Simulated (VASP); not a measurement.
# WSi₂: convergence, vacuum levels of a slab or layer

WSi₂, slab, 6 atoms in the cell. PBEsol; PAW potentials W_sv, Si (PBE set). VASP 6.6.1.

Wanted: face levels within 0.04 eV; energy within 2 meV/atom; forces within 0.02 eV/Å.

Crystal: Si2W, I4/mmm; Face: (0 0 1); Atomic planes: 6; Dipole correction: yes.

Face levels: vacuum level at each face, counted from the Fermi level.

POSCAR of the starting run:
```
Si2W
1.0
    3.2044345527      0.0000000000      0.0000000000
    0.0000000000      3.2044345527      0.0000000000
    0.0000000000      0.0000000000     21.5224420577
W Si
2 4
Direct
    0.4173500000      0.4173500000      0.4699667158
    0.9173500000      0.9173500000      0.6515265331
    0.4173500000      0.4173500000      0.3484734669
    0.9173500000      0.9173500000      0.4099001475
    0.9173500000      0.9173500000      0.5300332842
    0.4173500000      0.4173500000      0.5914599648
```

The series start from vacuum (Å): 15; correction: LDIPOL, IDIPOL 3, DIPOL, AMIN 0.01; k spacing (1/Å): 0.3; Cutoff ENCUT (eV): 320; SCF threshold EDIFF (eV): 1e-6; PREC: Accurate; LREAL: .FALSE.; ALGO: Normal. Each series keeps the choices made before it, and each single choice may use up half of a tolerance.

## Vacuum (Å)

| Vacuum (Å) | Face levels, largest deviation (eV) | Energy less reference (meV/atom) | Forces, largest deviation (eV/Å) | SCF iterations | Time (s) |
|---|---|---|---|---|---|
| 6 | 0.165 | -3.6 | 0.023 | 21 | 7.9 |
| 8 | 0.033 | -0.9 | 0.002 | 20 | 9.2 |
| 10 | 0.038 | -0.5 | 0.001 | 24 | 10 |
| 12 | 0.005 | -0.3 | 0.000 | 27 | 13 |
| 15 | 0.001 | -0.2 | 0.000 | 32 | 18 |
| 20 | 0.000 | -0.1 | 0.001 | 35 | 23 |
| 25 (reference) | 0.000 | 0.0 | 0.000 | 40 | 30 |

Chosen: 12, the loosest value from which every tighter one stays within half of the tolerance.

## Correction

| Correction | Face levels, largest deviation (eV) | Energy less reference (meV/atom) | Forces, largest deviation (eV/Å) | SCF iterations | Time (s) |
|---|---|---|---|---|---|
| LDIPOL, IDIPOL 3, DIPOL, AMIN 0.01 | 0.000 | 0.0 | 0.000 | 27 | 13 |
| LDIPOL, default AMIN | 0.000 | 0.0 | 0.000 | 27 | 12 |
| LDIPOL, no DIPOL | no result | no result | no result | 150 | 69 |
| IDIPOL 3 alone (energy only) | 0.244 | 0.2 | 0.003 | 25 | 12 |
| kernel truncation, coarsened | 0.035 | 0.4 | 0.001 | 27 | 26 |
| kernel truncation, full padding | 0.006 | 0.5 | 0.000 | 26 | 24 |

Chosen: LDIPOL, IDIPOL 3, DIPOL, AMIN 0.01; no other choice that stays within half of the tolerance saves 30 % of the time.

## k spacing (1/Å)

| k spacing (1/Å) | Face levels, largest deviation (eV) | Energy less reference (meV/atom) | Forces, largest deviation (eV/Å) | SCF iterations | Time (s) |
|---|---|---|---|---|---|
| 0.6 | 0.032 | 11.2 | 0.394 | 27 | 13 |
| 0.45 | 0.138 | -14.8 | 0.083 | 27 | 14 |
| 0.3 | 0.043 | 6.7 | 0.130 | 27 | 13 |
| 0.22 | 0.043 | 1.8 | 0.098 | 27 | 21 |
| 0.16 (reference) | 0.000 | 0.0 | 0.000 | 27 | 25 |

Chosen: 0.16; the next looser run is off by more than half of the tolerance, so convergence isn't shown beyond this value.

## Cutoff ENCUT (eV)

| Cutoff ENCUT (eV) | Face levels, largest deviation (eV) | Energy less reference (meV/atom) | Forces, largest deviation (eV/Å) | SCF iterations | Time (s) |
|---|---|---|---|---|---|
| 200 | 0.006 | 27.3 | 0.061 | 27 | 9.9 |
| 240 | 0.002 | 12.0 | 0.036 | 27 | 12 |
| 280 | 0.001 | 6.6 | 0.020 | 27 | 24 |
| 320 | 0.000 | 2.4 | 0.009 | 27 | 25 |
| 370 | 0.000 | 0.6 | 0.001 | 27 | 30 |
| 440 (reference) | 0.000 | 0.0 | 0.000 | 27 | 38 |

Chosen: 370.

## SCF threshold EDIFF (eV)

| SCF threshold EDIFF (eV) | Face levels, largest deviation (eV) | Energy less reference (meV/atom) | Forces, largest deviation (eV/Å) | SCF iterations | Time (s) |
|---|---|---|---|---|---|
| 0.001 | 0.104 | 0.4 | 0.013 | 17 | 18 |
| 0.0001 | 0.020 | 0.0 | 0.002 | 22 | 21 |
| 1e-5 | 0.004 | 0.0 | 0.000 | 25 | 23 |
| 1e-6 | 0.000 | 0.0 | 0.000 | 27 | 30 |
| 1e-7 (reference) | 0.000 | 0.0 | 0.000 | 28 | 27 |

Chosen: 1e-5.

## PREC

| PREC | Face levels, largest deviation (eV) | Energy less reference (meV/atom) | Forces, largest deviation (eV/Å) | SCF iterations | Time (s) |
|---|---|---|---|---|---|
| Accurate | 0.000 | 0.0 | 0.000 | 25 | 23 |
| Normal | 0.003 | 0.0 | 0.000 | 26 | 16 |

Chosen: Normal, the fastest of those that stay within half of the tolerance.

## LREAL

| LREAL | Face levels, largest deviation (eV) | Energy less reference (meV/atom) | Forces, largest deviation (eV/Å) | SCF iterations | Time (s) |
|---|---|---|---|---|---|
| .FALSE. | 0.000 | 0.0 | 0.000 | 26 | 16 |
| Auto | 0.000 | -0.4 | 0.002 | 26 | 14 |

Chosen: Auto; it saves 1.7 s of 16, so .FALSE. would do nearly as well.

## ALGO

| ALGO | Face levels, largest deviation (eV) | Energy less reference (meV/atom) | Forces, largest deviation (eV/Å) | SCF iterations | Time (s) |
|---|---|---|---|---|---|
| Normal | 0.000 | 0.0 | 0.000 | 26 | 14 |
| Fast | 0.000 | 0.0 | 0.002 | 25 | 14 |
| All | 0.023 | 0.0 | 0.036 | 42 | 29 |

Chosen: Normal.

## All choices together

| Input | Face levels, largest deviation (eV) | Energy less reference (meV/atom) | Forces, largest deviation (eV/Å) | Time (s) |
|---|---|---|---|---|
| starting input without the dipole correction (naive) | 0.253 | 8.7 | 0.130 | 16 |
| chosen settings | 0.005 | -0.2 | 0.003 | 14 |
| reference settings throughout | 0.000 | 0.0 | 0.000 | 116 |

The chosen settings stay within the tolerance of the reference run, but the reference itself isn't shown to be converged in: k spacing (1/Å).

Values of the reference run: Face levels: 4.639, 5.234 eV.

## The input

INCAR:
```
PREC = Normal ; ENCUT = 370
EDIFF = 1E-5 ; ISMEAR = 0
SIGMA = 0.1 ; LREAL = Auto
LASPH = T ; ALGO = Normal
NELM = 150 ; LWAVE = F
LCHARG = F ; GGA = PS
KPAR = 4 ; LVHAR = T
LVACPOTAV = T ; LDIPOL = T
IDIPOL = 3 ; DIPOL = 0.5 0.5 0.5
AMIN = 0.01
```

KPOINTS:
```
Automatic mesh
0
Gamma
  13 13 1
  0 0 0
```

POSCAR:
```
Si2W
1.0
    3.2044345527      0.0000000000      0.0000000000
    0.0000000000      3.2044345527      0.0000000000
    0.0000000000      0.0000000000     18.5224420577
W Si
2 4
Direct
    0.4173500000      0.4173500000      0.4651023544
    0.9173500000      0.9173500000      0.6760686317
    0.4173500000      0.4173500000      0.3239313683
    0.9173500000      0.9173500000      0.3953070633
    0.9173500000      0.9173500000      0.5348976456
    0.4173500000      0.4173500000      0.6062733406
```

Commands:
```
cat potpaw_PBE.64/W_sv/POTCAR potpaw_PBE.64/Si/POTCAR > POTCAR
mpirun -np 4 vasp_std > vasp.out
```

The chosen input took VASP 6.6.1 14 s on 4 cores (Intel Xeon 6975P-C (Granite Rapids)), a shared host.

## An input that fails: centre for the dipole put into the vacuum's far side

The electronic loop stops at its limit of 150 steps.

Changes against the starting input:
```
- DIPOL = 0.5 0.5 0.5
+ DIPOL = 0.5 0.5 0.0
```
